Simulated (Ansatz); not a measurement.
# ZnSe (Stilleite): the PBE gap against the wavefunction cutoff

Wanted: the cheapest wavefunction cutoff that holds the PBE gap of ZnSe (Stilleite).

Program: Ansatz 0.2.0. Level of theory: DFT, PBE, plane waves, PAW. Results are calculated unless marked as measured.

## Step 1: Set-up

It takes space group F-43m (No. 216, cubic). Conventional cell: a = 5.668 Å, b = 5.668 Å, c = 5.668 Å, α = 90.00°, β = 90.00°, γ = 90.00°. Nearest to Zn lie 4 Se at 2.45 Å. Nearest to Se lie 4 Zn at 2.45 Å. Farther neighbours and most contacts between anions are not listed.

The cell and positions come from the Crystallography Open Database and are kept as given unless a step says otherwise. The default PAW set here is soft_1. Its files were made with PBE.

## Step 2: Wavefunction cutoff: 190 eV

Contents of input.yaml:

```yaml
crystal:
  lattice:
    - [0.0, 2.8338, 2.8338]
    - [2.8338, 0.0, 2.8338]
    - [2.8338, 2.8338, 0.0]
  atoms:
    - { symbol: Zn, position: [0.0, 0.0, 0.0] }
    - { symbol: Se, position: [0.25, 0.25, 0.25] }
kpoints:
  mp_grid: { grid: [8, 8, 8] }
  band_path:
    path:
      - [0.0, 0.0, 0.0]
      - [-0.5, -0.5, 0.0]
      - [-0.375, -0.375, 0.25]
      - [-0.375, 0.0, 0.375]
      - [0.0, 0.0, 0.5]
      - [-0.5, -0.25, 0.25]
    npoints: 1
hamiltonian:
  xc: pbe
  pseudopotentials: { kind: paw, azcp: { folder: "./paw" } }
scf:
  occupations: { method: fermi_dirac, width: 0.02 }
  n_extra_bands: 4
  max_iter: 80
output:
  eigenvalues: true
  write_density: true
  write_potential: true
  elf: true
  volumetric_format: npy
basis:
  ecutwfc: 190.0
```

The run is started by

```
$ ansatz run input.yaml --threads 3 --pin off --max-ram 92160MiB --backend cuda --events-out ev --progress --plain --runs-dir out --devices 1 --max-vram 13GiB
```

Numbers of over 12 decimals in the logs are rounded to 6 here.

Log:

```text
Warning: basis.ecutwfc = 190 eV is below the records' recommended 420 eV, and the density's cutoff is lower with it unless basis.ecutrho_ratio is high enough to keep the records' density cutoff: compare with a run at a higher cutoff
scf.n_extra_bands = 4 over 14 filled bands (N_el = 28.0): the run solves 18 bands
GPUs: using 1 of 1 available (devices: 1).
Engine: ansatz 0.2.0, x86_64-unknown-linux-gnu
Pseudopotentials: kind: paw
Pseudopotential: Zn, paw, valence charge 12, recommended cutoff 420 eV (normal), <dir>
Pseudopotential: Se, paw, valence charge 16, recommended cutoff 420 eV (normal), <dir>
Functional definition: PBE
  parameter kappa = 0.804
  parameter beta = 0.066725
  exchange = pbe_x(kappa = kappa, mu = beta*pi^2/3)
  correlation = pbe_c(beta = beta)
device memory: the entry about to start is reckoned to put 0.6 GiB on a device that reports 70.0 GiB free (of which the cap on the GPU budget leaves the run 13.0 GiB)
GPU FFT provider: cuFFT
GPU libraries: cuBLAS 13.8.2, cuFFT 12.4.0, cuSOLVER 12.3.4
Crystal: 2 atoms, lattice volume = 45.513 Å³
Basis set: ecut = 190 eV, 283 PW (Γ)
Bands: 18, of which v1, the nominal top of the filled ones, is band 14 counted from 1 (13 counted from 0)
Symmetry: 24 space group operations
Space group: F-43m (ITA 216), of the structure as read, at distance tolerance 3.6e-5 Å
k-points: 29 of 512 (time reversal used)
Non-local potential: Zn, projectors of the file, l = 0: 2, l = 1: 2, l = 2: 3, l = 3: 1
Non-local potential: Se, projectors of the file, l = 0: 2, l = 1: 2, l = 2: 3, l = 3: 1
PAW form: soft (Blöchl's): semilocal exchange-correlation on the pseudo side does not see the compensation charge
PAW one-centre angular grid: Zn, 590 points (default); XC on 64 Gauss nodes
PAW one-centre angular grid: Se, 590 points (default); XC on 64 Gauss nodes
Initial density: superposition of atomic densities (chi_scale 0.1, normalization cell, long waves kept (reshape's long-wave potential 0.00 eV rms))
Initial wavefunctions: pseudopotential atomic-orbital guess
GPU buffer pool allocated for 8000 grid points (all kernels)
GPU transforms: local potential and band sums: pruned to the plane-wave sphere, on 18×18×18
Functional: x = pbe(κ = 0.804, μ = 0.219515), c = pbe(β = 0.066725)
iter 1 solved again at ethr=1.39e-3 eV; its pass at ethr=3.10e-3 eV (dr2=3.88e-1 eV) is discarded
SCF iter   1: F=—  HF=-8776.698420 eV  |F-HF|=—  |Δ(HF+E_count)|=         —  Δρ=3.40e-2  dr2=3.92e-1  ethr=1.39e-3  ⟨swp⟩=1.0  Hψ=3103  notcnv=0
preconditioner: auto → none  [insulator: Δε(μ)=1.202 eV  Ē_g=12.502 eV  σ=0.020 eV  W_gap=1.00  n_scr=14 (ndim 8)  ℏωp=23.4 eV  f_vac=0.111  D(μ)=0.00/eV (n_scr^D=0)  ε∞_Penn≈4.5]
SCF iter   2: F=—  HF=-8774.797548 eV  |F-HF|=—  |Δ(HF+E_count)|=    1.90e0  Δρ=3.82e-2  dr2=4.03e-1  ethr=1.39e-3  ⟨swp⟩=2.6  Hψ=1061  notcnv=0
SCF iter   3: F=—  HF=-8774.598267 eV  |F-HF|=—  |Δ(HF+E_count)|=   1.99e-1  Δρ=6.91e-3  dr2=1.22e-2  ethr=1.39e-3  ⟨swp⟩=3.0  Hψ=1276  notcnv=0
SCF iter   4: F=—  HF=-8774.575573 eV  |F-HF|=—  |Δ(HF+E_count)|=   2.27e-2  Δρ=4.74e-3  dr2=6.68e-3  ethr=4.35e-5  ⟨swp⟩=2.3  Hψ=1171  notcnv=0
SCF iter   5: F=—  HF=-8774.573789 eV  |F-HF|=—  |Δ(HF+E_count)|=   1.78e-3  Δρ=8.39e-4  dr2=1.79e-4  ethr=2.39e-5  ⟨swp⟩=2.0  Hψ=871  notcnv=0
SCF iter   6: F=—  HF=-8774.573731 eV  |F-HF|=—  |Δ(HF+E_count)|=   5.86e-5  Δρ=6.83e-5  dr2=1.18e-6  ethr=6.39e-7  ⟨swp⟩=2.0  Hψ=703  notcnv=0
SCF iter   7: F=—  HF=-8774.573802 eV  |F-HF|=—  |Δ(HF+E_count)|=   7.16e-5  Δρ=7.86e-6  dr2=1.66e-8  ethr=3.57e-10  ⟨swp⟩=4.0  Hψ=1900  notcnv=0
SCF iter   8: F=-8774.573802 eV  HF=-8774.573802 eV  |F-HF|=4.73e-11  |Δ(HF+E_count)|=   6.22e-9  Δρ=4.98e-7  dr2=1.42e-10  ethr=5.92e-11  ⟨swp⟩=1.0  Hψ=1421  notcnv=0
SCF 1 converged in 8 iterations: F = -8774.573802 eV  dr2 = 1.42e-10
[...]
device memory: the entry about to start is reckoned to put 0.6 GiB on a device that reports 68.1 GiB free (of which the cap on the GPU budget leaves the run 13.0 GiB)
NSCF: frozen V_eff on 6 k-points
SCF converged after 8 iterations
Free energy (F): -8774.573802 eV
Harris-Foulkes:  -8774.573802 eV  (|F-HF|=4.73e-11)
Internal energy: -8774.573802 eV  (E = F + TS)
E sigma→0 (E₀):  -8774.573802 eV
Fermi energy:    6.926387 eV
--- Per-component energies (eV) ---
  E_band       = -446.620239
  E_kinetic    = 276.887421
  E_local      = -4871.308271  (includes V_loc(G=0)·N_el)
  E_nonlocal   = 548.758373
  E_hartree    = 2264.296851
  E_xc         = -164.282585
  E_vxc        = -142.234456  (∫ρ·V_xc dr)
  E_paw        = -4107.829972  (= ΣΔE_a)
  E_vpaw       = -787.163553  (= ΣTr[D̂ρ^β])
  E_aug_tail   = -0.152773  (compensation charges beyond the density's cutoff)
  E_ewald      = -2720.942845
  E_smearing   = -0.000000  (= −TS)
  E_closure    = -0.000000  (closes the sum)
  Σ components = -8774.573802   (vs F -8774.573802, Δ=0.00e0)
--- Band table (eV; the first three rows and the last of 29) ---
  k-point 0: bands = [... 10 lower, -1.7531, 6.1673, 6.1673, 6.1673, 7.6631, 12.7551, 12.7551, 12.7551]
  k-point 1: bands = [... 10 lower, -1.4793, 4.9012, 6.0508, 6.0508, 8.6527, 12.4866, 13.0492, 13.0492]
  k-point 2: bands = [... 10 lower, -1.5456, 3.2056, 5.7844, 5.7844, 9.2323, 13.0740, 13.3497, 13.3497]
  k-point 28: bands = [... 10 lower, -1.0202, 1.7976, 3.5694, 3.8695, 11.8182, 12.0110, 13.7290, 14.3660]
```

The job ended after 16 s (1 × NVIDIA H100 80GB HBM3 (shared by 6 runs) with 3 threads of AMD EPYC 7R13 (Zen 3), shared host; peak memory 0.9 GiB).

Numbers from this step:

```yaml
gap: 1.496 eV
valence_top_at: Γ
conduction_bottom_at: Γ
least_direct_gap: 1.496 eV
```

The gap is direct, at Γ.

## Step 3: Wavefunction cutoff: 290 eV

Changes to input.yaml since step 2:

```diff
@@ -23,3 +23,3 @@
 scf:
-  occupations: { method: fermi_dirac, width: 0.02 }
+  occupations: { method: fixed }
   n_extra_bands: 4
@@ -28,7 +28,3 @@
   eigenvalues: true
-  write_density: true
-  write_potential: true
-  elf: true
-  volumetric_format: npy
 basis:
-  ecutwfc: 190.0
+  ecutwfc: 290.0
```

Log:

```text
[...]
GPUs: using 1 of 1 available (devices: 1).
[...]
GPU FFT provider: cuFFT
GPU libraries: cuBLAS 13.8.2, cuFFT 12.4.0, cuSOLVER 12.3.4
Crystal: 2 atoms, lattice volume = 45.513 Å³
Basis set: ecut = 290 eV, 531 PW (Γ)
Bands: 18, of which v1, the nominal top of the filled ones, is band 14 counted from 1 (13 counted from 0)
[... 1 set-up line as in the run before ...]
[...]
Fermi energy:    6.519379 eV
[...]
--- Band table (eV; the first three rows and the last of 29) ---
  k-point 0: bands = [... 10 lower, 0.2702, 6.5194, 6.5194, 6.5194, 7.8213, 12.3712, 12.3712, 12.3712]
  k-point 1: bands = [... 10 lower, 0.2698, 5.2069, 6.3691, 6.3691, 8.8066, 12.3021, 12.6249, 12.6249]
  k-point 2: bands = [... 10 lower, 0.2750, 3.4785, 6.0477, 6.0477, 9.2893, 13.0036, 13.0036, 13.1061]
  k-point 28: bands = [... 10 lower, 0.5692, 1.8532, 3.7640, 3.8772, 12.0134, 12.0912, 13.5259, 14.2592]
[key lines of the parts left out:]
SCF converged after 8 iterations
Free energy (F): -8789.321232 eV
```

It took 14 s on 1 × NVIDIA H100 80GB HBM3 (shared by 6 runs) with 3 threads; peak memory 0.88 GiB.

This step gave:

```
gap                  : 1.302 eV
valence top at       : Γ
conduction bottom at : Γ
least direct gap     : 1.302 eV
```

The gap is 1.302 eV, −0.194 eV from the run before at this level.

## Step 4: Wavefunction cutoff: 420 eV (the default)

input.yaml, the sections that differ from step 3:

```yaml
kpoints:
  mp_grid: { grid: [8, 8, 8] }
  band_path:
    path:
      - [[0.0, 0.0, 0.0], [-0.5, -0.5, 0.0], [-0.375, -0.375, 0.25]]
      - [[-0.375, 0.0, 0.375], [0.0, 0.0, 0.0], [0.0, 0.0, 0.5], [-0.5, -0.25, 0.25], [-0.5, -0.5, 0.0]]
    npoints: 10
scf:
  occupations: { method: fermi_dirac, width: 0.02 }
  n_extra_bands: 4
output:
  eigenvalues: true
  write_density: true
  write_potential: true
  elf: true
  volumetric_format: npy
# crystal, hamiltonian: as in step 3
# basis: removed
```

Log:

```text
[...]
GPUs: using 1 of 1 available (devices: 1).
[...]
GPU FFT provider: cuFFT
GPU libraries: cuBLAS 13.8.2, cuFFT 12.4.0, cuSOLVER 12.3.4
Crystal: 2 atoms, lattice volume = 45.513 Å³
Basis set: ecut = 420 eV, 893 PW (Γ)
Bands: 18, of which v1, the nominal top of the filled ones, is band 14 counted from 1 (13 counted from 0)
[... 1 set-up line as in the run before ...]
[...]
Fermi energy:    7.194677 eV
[...]
--- Band table (eV; the first three rows and the last of 29) ---
  k-point 0: bands = [... 10 lower, 0.3716, 6.5414, 6.5414, 6.5414, 7.8259, 12.3501, 12.3501, 12.3501]
  k-point 1: bands = [... 10 lower, 0.3702, 5.2251, 6.3894, 6.3894, 8.8110, 12.2887, 12.6037, 12.6037]
  k-point 2: bands = [... 10 lower, 0.3717, 3.4972, 6.0644, 6.0644, 9.2857, 12.9823, 12.9823, 13.1020]
  k-point 28: bands = [... 10 lower, 0.6714, 1.8564, 3.7810, 3.8790, 12.0240, 12.0861, 13.5097, 14.2540]
[key lines of the parts left out:]
SCF converged after 8 iterations
Free energy (F): -8789.537778 eV
```

Wall time 17 s (1 × NVIDIA H100 80GB HBM3 (shared by 6 runs) with 3 threads); peak memory 0.91 GiB.

This step gave:

```
gap                  : 1.285 eV
valence top at       : Γ
conduction bottom at : Γ
least direct gap     : 1.285 eV
```

The gap is 1.285 eV, −0.017 eV from the run before at this level.

## Step 5: Wavefunction cutoff: 630 eV

input.yaml, the sections that differ from step 4:

```yaml
kpoints:
  mp_grid: { grid: [8, 8, 8] }
  band_path:
    path:
      - [0.0, 0.0, 0.0]
      - [-0.5, -0.5, 0.0]
      - [-0.375, -0.375, 0.25]
      - [-0.375, 0.0, 0.375]
      - [0.0, 0.0, 0.5]
      - [-0.5, -0.25, 0.25]
    npoints: 1
scf:
  occupations: { method: fixed }
  n_extra_bands: 4
  max_iter: 80
basis:
  ecutwfc: 630.0
# crystal, hamiltonian, output: as in step 4
```

Log:

```text
[...]
GPUs: using 1 of 1 available (devices: 1).
[...]
GPU FFT provider: cuFFT
GPU libraries: cuBLAS 13.8.2, cuFFT 12.4.0, cuSOLVER 12.3.4
Crystal: 2 atoms, lattice volume = 45.513 Å³
Basis set: ecut = 630 eV, 1639 PW (Γ)
Bands: 18, of which v1, the nominal top of the filled ones, is band 14 counted from 1 (13 counted from 0)
[... 1 set-up line as in the run before ...]
[...]
Fermi energy:    6.539342 eV
[...]
--- Band table (eV; the first three rows and the last of 29) ---
  k-point 0: bands = [... 10 lower, 0.3668, 6.5393, 6.5393, 6.5393, 7.8256, 12.3489, 12.3489, 12.3489]
  k-point 1: bands = [... 10 lower, 0.3655, 5.2234, 6.3874, 6.3874, 8.8104, 12.2876, 12.6026, 12.6026]
  k-point 2: bands = [... 10 lower, 0.3669, 3.4956, 6.0626, 6.0626, 9.2851, 12.9810, 12.9810, 13.1008]
  k-point 28: bands = [... 10 lower, 0.6666, 1.8557, 3.7792, 3.8777, 12.0220, 12.0858, 13.5083, 14.2522]
[key lines of the parts left out:]
SCF converged after 8 iterations
Free energy (F): -8789.542489 eV
```

Run time: 15 s. Hardware: 1 × NVIDIA H100 80GB HBM3 (shared by 6 runs) with 3 threads; peak memory 0.9 GiB; 3.4 s of CPU time.

Numbers from this step:

```yaml
gap: 1.286 eV
valence_top_at: Γ
conduction_bottom_at: Γ
least_direct_gap: 1.286 eV
```

The gap is 1.286 eV, +0.002 eV from the run before at this level.

## Step 6: The series

Differences are against the last row; a negative gap means that bands overlap, and a run with a band path holds that path's time. Times are wall times on 1 × NVIDIA H100 80GB HBM3 (shared by 6 runs) with 3 threads of AMD EPYC 7R13 (Zen 3), shared host, good to a factor of about two.

```tsv
wavefunction cutoff	gap (eV)	direct gap (eV)	gap error (eV)	energy error (meV/atom)	irreducible k	time
190 eV	1.496	1.496	+0.210	+7484.3	29	16 s
290 eV	1.302	1.302	+0.016	+110.6	29	14 s
420 eV	1.285	1.285	−0.002	+2.4	29	17 s
630 eV	1.286	1.286	+0.000	+0.0	29	15 s
```

## Step 7: Results

```json
{
 "190 eV": "1.496 eV",
 "290 eV": "1.302 eV",
 "420 eV": "1.285 eV",
 "630 eV": "1.286 eV"
}
```

In words: The gap holds to 0.02 eV from 290 eV on. At 190 eV the gap is off by +0.210 eV and the energy by +7484 meV/atom.

[Paths, hosts, dates, memory and timing lines, banners, echoed tables and standing remarks are left out of the program output.]

[Logs are printed without paths, hosts, clocks, repeated set-up lines and the standing remarks that a program may print on its own settings, such as how far it seeks lower states.]

[Runs of the session that timed out or met a known fault of the program may be left out.]

[Cells called generated may have been cut or substituted from an entry of the Crystallography Open Database or the Materials Project.]

[Hosts, paths, dates, database ids (printed as entryN), source tags and the programs' standing remarks are cut or masked in the printed files.]
